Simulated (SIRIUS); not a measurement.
**SrCl2 under changes of volume**

One of the cells (28.299 Å³/atom); the others are scaled copies at fixed shape and fractional positions:

```xyz
3
Lattice="0.0000 3.4884 3.4884 3.4884 0.0000 3.4884 3.4884 3.4884 0.0000" Properties=species:S:1:pos:R:3 pbc="T T T"
Sr    0.0000    0.0000    0.0000
Cl    5.2325    5.2325    5.2325
Cl    1.7442    1.7442    1.7442
```

| Quantity | Value |
| --- | --- |
| Program | SIRIUS 7.12.0 |
| Functional | PBEsol |
| Potentials or basis | all-electron FP-LAPW |
| Cutoff | 158 eV |
| Basis | apw+lo standard |
| k mesh | 7 × 7 × 7 |
| Occupations | fermi-dirac, width 0.05 eV |
| Spin | no spin polarisation |

```tsv
volume (Å³/atom)	energy over the lowest point (meV/atom)	gap on the mesh (eV)
26.601	?	?
27.167	0.08	5.34
27.733	0.00	5.26
28.299	2.39	5.18
28.865	7.28	5.11
29.431	14.33	5.04
29.997	23.09	4.97
```

Question: What does the run at 26.601 Å³/atom give?

Answer: Energy over the lowest point 3.26 meV/atom; gap on the mesh 5.42 eV.

Worked out: A Birch-Murnaghan fit of order 3 (a polynomial in V^(-2/3)) to the other rows has its minimum at 27.48 Å³/atom with B0 = V·E''(V) = 38 GPa and B' = 4.7. It gives 3.25 meV/atom at 26.601 Å³/atom, against the run's 3.26. A straight line through the other rows of the gap, of slope -3.72 eV per unit of ln V, extrapolates to 5.42 eV, against the run's 5.42.

Energies are extrapolated to zero smearing.

Caveats: an odd mesh through Γ misses points on the zone boundary, where band edges often lie. Spin-orbit coupling on Sr is left out.
